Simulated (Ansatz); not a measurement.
# BaS under pressure

Method: Ansatz, DFT PBEsol, scalar-relativistic, plane waves, PAW. Plane waves to 420 eV; Γ-centred k mesh 8×8×8; fixed occupations. No spin polarisation. Phonons by linear response, acoustic sum rule imposed.

Equilibrium structure at this level:
```xyz
2
Lattice="0.0000 3.1658 3.1658 3.1658 0.0000 3.1658 3.1658 3.1658 0.0000" Properties=species:S:1:pos:R:3 pbc="T T T"
Ba    0.0000    0.0000    0.0000
S     3.1658    3.1658    3.1658
```

Spin–orbit coupling is left out, which matters for heavy elements.

The cell is relaxed again at 5 and 11 and 22 GPa. How do volume, gap and optical modes at Γ (cm⁻¹, counted from the lowest optical one; a degenerate one stands once) change?

Results:

```csv
,0 GPa,5 GPa,11 GPa,22 GPa
V/V0,1.000,0.916,0.849,0.769
gap (eV),2.04,1.86,1.60,1.07
"ε∞, mean",4.99,5.29,5.66,6.49
mode 1,145,174,196,221
```

Cost: 4 runs of about 4.9 core-minutes in all, on Arm Neoverse N1 (shared hosts).